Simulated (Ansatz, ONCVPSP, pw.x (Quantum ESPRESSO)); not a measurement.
# pw.x on sc B: one setting changed

Potential: optimised norm-conserving Vanderbilt (ONCV), ONCVPSP 4.0.1.1 (patched build), PBE; core [He], reference 2s1.5 2p1.5; waves: 2s: rc 1.30 bohr, ncon 4, nbas 7, qcut 5.5 1/bohr, 1 projector; 2p: rc 1.98 bohr, ncon 3, nbas 7, qcut 6.2 1/bohr, 1 projector; d scattering state at 0.22 Ha: rc 2.35 bohr, ncon 3, nbas 7, qcut 4.3 1/bohr, 2 projectors, debl 1.6 Ha; local part: polynomial inside 1.05 bohr (lpopt 1, dvloc0 0 Ha); core correction: Teter function, fcfact 5.25, rcfact 1.15.

The reference run (k-mesh 17³, cutoffs 50/200 Ry, Fermi–Dirac 0.01 Ry, mixing_beta 0.4, conv_thr 1e-9, no spin) gives -3.31 GPa at 6.721 Å³/atom, where all-electron LAPW gives -0.49 GPa. This run, with its own iteration cap, changes startingwfc to atomic.

```
&control
  calculation='scf', prefix='x', pseudo_dir='./', outdir='./tmp', tstress=.true., disk_io='none'
/
&system
  ibrav=0, nat=1, ntyp=1, ecutwfc=50, ecutrho=200, nbnd=8,
  occupations='smearing', smearing='fd', degauss=0.01
/
&electrons
  conv_thr=1e-09, mixing_beta=0.4, electron_maxstep=50, startingwfc='atomic'
/
ATOMIC_SPECIES
B 1.0 B.UPF
CELL_PARAMETERS angstrom
  1.88717119 0.00000000 0.00000000
  0.00000000 1.88717119 0.00000000
  0.00000000 0.00000000 1.88717119
ATOMIC_POSITIONS crystal
B 0.0000 0.0000 0.0000
K_POINTS automatic
17 17 17 0 0 0
```

```bash
pw.x < B.scf.in > B.scf.out
```

Q: How does the run end?

A: It converges in 6 iterations; the free energy moves by +0.0 meV/atom and the pressure by +0.00 GPa. The result is that of the reference run.

```
Message from routine setup:
     using ibrav=0 with symmetry is DISCOURAGED, use correct ibrav instead
     lattice parameter (alat)  =       3.5662  a.u.
     unit-cell volume          =      45.3556 (a.u.)^3
     number of electrons       =         3.00
     number of Kohn-Sham states=            8
     kinetic-energy cutoff     =      50.0000  Ry
     charge density cutoff     =     200.0000  Ry
     scf convergence threshold =      1.0E-09
     Exchange-correlation= PBE
     number of k points=   165  Fermi-Dirac smearing, width (Ry)=  0.0100
     iteration #  1     ecut=    50.00 Ry     beta= 0.40
     total energy              =      -5.80166138 Ry
     estimated scf accuracy    <       0.00294339 Ry
     iteration #  2     ecut=    50.00 Ry     beta= 0.40
     total energy              =      -5.80172779 Ry
     estimated scf accuracy    <       0.00101144 Ry
     iteration #  3     ecut=    50.00 Ry     beta= 0.40
     total energy              =      -5.80174015 Ry
     estimated scf accuracy    <       0.00000216 Ry
     iteration #  4     ecut=    50.00 Ry     beta= 0.40
     total energy              =      -5.80174030 Ry
     estimated scf accuracy    <       0.00000019 Ry
     iteration #  5     ecut=    50.00 Ry     beta= 0.40
     total energy              =      -5.80174031 Ry
     estimated scf accuracy    <          1.1E-09 Ry
     iteration #  6     ecut=    50.00 Ry     beta= 0.40
     the Fermi energy is    10.3316 ev
!    total energy              =      -5.80174031 Ry
     estimated scf accuracy    <          8.9E-11 Ry
     smearing contrib. (-TS)   =      -0.00136847 Ry
     The total energy is F=E-TS. E is the sum of the following terms:
     one-electron contribution =       3.67156500 Ry
     hartree contribution      =       0.07358577 Ry
     xc contribution           =      -2.38512366 Ry
     ewald contribution        =      -7.16039894 Ry
     convergence has been achieved in   6 iterations
          total   stress  (Ry/bohr**3)                   (kbar)     P=      -33.07
     Message from routine punch:
     Nothing written, as per user request (disk_io='none')
```

The run took about 6.2 s on one core of a shared host (Neoverse-N1, 64 threads, 124 GiB, load 54).
